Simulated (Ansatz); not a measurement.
**GaN (Fm-3m): relaxations under a series of pressures, by script**

A script is to give relaxations under a series of pressures; the system is GaN (Fm-3m).

All numbers are computed with Ansatz 0.2.0, driven from Python. Level of theory: DFT LDA, plane waves, PAW.

### Step 1. The system

It takes space group Fm-3m (No. 225, cubic). The conventional cell has a = 4.270 Å, b = 4.270 Å, c = 4.270 Å, α = 90.00°, β = 90.00°, γ = 90.00°. Ga (site symmetry m-3m) is surrounded by 6 N at 2.14 Å. N (site symmetry m-3m) is surrounded by 6 Ga at 2.14 Å.

No structure file is read: the coordinates are typed or built in the script.

### Step 2. The code

Contents of gan_compress.py:

```python
# -*- coding: utf-8 -*-
"""Cell of GaN under pressure."""

import warnings

import ansatz as az
import numpy as np

FUNCTIONAL = "LDA"
KGRID = (8, 8, 8)
SMEARING = "Fixed"

def edges_and_angles(cell):
    cell = np.asarray(cell)
    a, b, c = np.linalg.norm(cell, axis=1)
    cosines = cell[1] @ cell[2] / (b * c), cell[0] @ cell[2] / (a * c), cell[0] @ cell[1] / (a * b)
    return (a, b, c, *np.degrees(np.arccos(cosines)))


def main():
    warnings.simplefilter("ignore", az.DeckWarning)

    system = (
        az.Lattice.fcc(4.27047)
        .space_group(225)
        .atom("Ga", [0.0, 0.0, 0.0])
        .atom("N", [0.5, 0.0, 0.0])
        .primitive()
    )

    calc = (
        system.calculation()
        .functional(FUNCTIONAL)
        .pseudopotentials("paw")
        .kpoints(*KGRID, center="gamma")
        .occupations(SMEARING)
    )

    # H = F + PV, with 1 GPa A^3 = 1/160.21766 eV
    rows = []
    for pressure in [0, 10, 20, 30, 40]:
        out = calc.relax(cell=True, pressure=pressure).run()
        cell = out.lattice.cell_ang
        n_atoms = len(out.lattice.sites)
        volume = abs(np.linalg.det(cell)) / n_atoms
        enthalpy = out.report["free_energy_ev"] / n_atoms + pressure * volume / 160.21766
        rows.append((pressure, volume, enthalpy, *edges_and_angles(cell)))
        print(f"{pressure} GPa done: {volume:.4f} A^3/atom")

    print(" P (GPa)  V (A^3/atom)  H (eV/atom)     a       b       c")
    for row in rows:
        print("{:8.1f} {:12.4f} {:14.5f} {:7.4f} {:7.4f} {:7.4f}".format(*row[:6]))
    p, v = np.array([row[0] for row in rows], float), np.array([row[1] for row in rows])
    print("mean bulk modulus between rows (GPa):", np.round(-np.diff(p) / np.diff(np.log(v)), 1))


if __name__ == "__main__":
    main()
```

### Step 3. The input behind the calls

The package turns the script's settings into the engine's input (first run):

```yaml
crystal:
  lattice:
    bravais: fcc
    a: 4.27047
  space_group: 225
  atoms:
    - { symbol: Ga, position: [0.0, 0.0, 0.0] }
    - { symbol: "N", position: [0.5, 0.0, 0.0] }
  reduce_to_primitive: true
kpoints:
  mp_grid:
    grid: [8, 8, 8]
    shift: [0.0, 0.0, 0.0]
hamiltonian:
  xc: lda
  pseudopotentials:
    kind: paw
scf:
  occupations:
    method: fixed
relax:
  cell:
    p_target: 0.0
```

### Step 4. Launch

Command:

```console
$ python gan_compress.py
```

The program printed:

```text
0 GPa done: 9.1345 A^3/atom
10 GPa done: 8.8039 A^3/atom
20 GPa done: 8.5293 A^3/atom
30 GPa done: 8.2936 A^3/atom
40 GPa done: 8.0881 A^3/atom
 P (GPa)  V (A^3/atom)  H (eV/atom)     a       b       c
     0.0       9.1345    -2040.60573  2.9563  2.9563  2.9563
    10.0       8.8039    -2040.04620  2.9202  2.9202  2.9202
    20.0       8.5293    -2039.50559  2.8895  2.8895  2.8895
    30.0       8.2936    -2038.98069  2.8626  2.8626  2.8626
    40.0       8.0881    -2038.46959  2.8388  2.8388  2.8388
mean bulk modulus between rows (GPa): [271.3 315.5 356.9 398.5]
```

It took 33 s on 1 thread of Intel Xeon Platinum 8259CL at 2.50GHz (Skylake/Cascade Lake), shared host; peak memory 0.38 GiB.

### Step 5. What each run gave

The 5 runs, in the order started:

```csv
run,pressure asked (GPa),energy from run 1 (meV/atom),final volume (Å³/atom),pressure (GPa),gap on the mesh (eV),SCF cycles in all,CPU time (s)
1,0,0.00,9.13,-0.01,0.62,32,6.2
2,10,10.03,8.80,10.00,0.86,36,5.8
3,20,35.43,8.53,19.99,1.08,34,5.8
4,30,72.10,8.29,30.00,1.27,37,6.8
5,40,116.87,8.09,40.00,1.45,39,7
```

### Step 6. Path of the relaxation of run 1

Step by step:

```csv
step,E - E(step 1) (eV/cell),largest force component (eV/Å),pressure (GPa),volume (Å³)
1,0.0000,0.0000,-13.72,19.47
2,-0.0511,0.0000,-4.95,18.67
3,-0.0590,0.0000,0.60,18.25
4,-0.0589,0.0000,0.00,18.29
5,-0.0546,0.0000,-0.33,18.29
6,-0.0547,0.0000,0.00,18.27
7,-0.0546,0.0000,-0.01,18.27
```

Step 1 is the start. Steps 5, 7 each repeat the geometry before them on a plane-wave basis chosen anew, so the energy can jump there without any move.

Lengths and angles in the start's conventional setting:

«Before» is this run's own start.

|  | before | after | change |
| --- | --- | --- | --- |
| a (Å) | 4.270 | 4.181 | -2.1 % |
| b (Å) | 4.270 | 4.181 | -2.1 % |
| c (Å) | 4.270 | 4.181 | -2.1 % |
| volume (Å³/atom) | 9.74 | 9.13 | -6.2 % |
| shortest distance (Å) | 2.135 | 2.090 | -2.1 % |
| space group (0.01 Å) | Fm-3m | Fm-3m | same |

The run keeps the 48 symmetry operations of the start, so it could not have lowered the symmetry.

### Step 7. The relaxation of run 5, step by step

Relaxation path:

```csv
step,E - E(step 1) (eV/cell),largest force component (eV/Å),pressure (GPa),volume (Å³)
1,0.0000,0.0000,-13.72,19.47
2,0.0520,0.0000,26.83,16.76
3,0.2076,0.0000,44.46,16.04
4,0.1621,0.0000,39.78,16.21
5,0.1641,0.0000,40.00,16.20
6,0.1722,0.0000,39.27,16.20
7,0.1790,0.0000,40.01,16.18
8,0.1792,0.0000,40.00,16.18
```

Step 1 is the start. Steps 6, 8 each repeat the geometry before them on a plane-wave basis chosen anew, so the energy can jump there without any move.

Lengths and angles in the start's conventional setting:

«Before» is this run's own start.

|  | before | after | change |
| --- | --- | --- | --- |
| a (Å) | 4.270 | 4.015 | -6.0 % |
| b (Å) | 4.270 | 4.015 | -6.0 % |
| c (Å) | 4.270 | 4.015 | -6.0 % |
| volume (Å³/atom) | 9.74 | 8.09 | -16.9 % |
| shortest distance (Å) | 2.135 | 2.007 | -6.0 % |
| space group (0.01 Å) | Fm-3m | Fm-3m | same |

Forces and stress were held to the start's 48 operations: a distortion of lower symmetry was not tested.

Under a set pressure the enthalpy E + pV is minimised, so E itself may rise.

### Step 8. Results

| quantity | value |
| --- | --- |
| bulk modulus between neighbouring pressures | 271.3 to 398.5 GPa |
| runs compared | 5 |
| range of energy | 116.87 meV/atom |

In words: The crystal stiffens as it is compressed. The volume falls from 9.13 Å³ an atom at 0 GPa to 8.09 at 40 GPa, by 11.5 %. Between 0 and 10 GPa, -V dP/dV is about 271 GPa, a mean over that step. In run 1, over 4 moves the cell shrank by 6.2 % in volume, and the space group stayed Fm-3m. In run 5, the volume shrank by 16.9 % over 5 moves under the 40 GPa asked, and the space group stayed Fm-3m. Caveats:
- At a fixed pressure a relaxation lowers the enthalpy F + PV, while F alone can rise.
- This cell is a computed structure, which may not be the phase found in nature.
- Symmetry holds the cell in this phase, so another phase that may be stable under pressure is not reached.
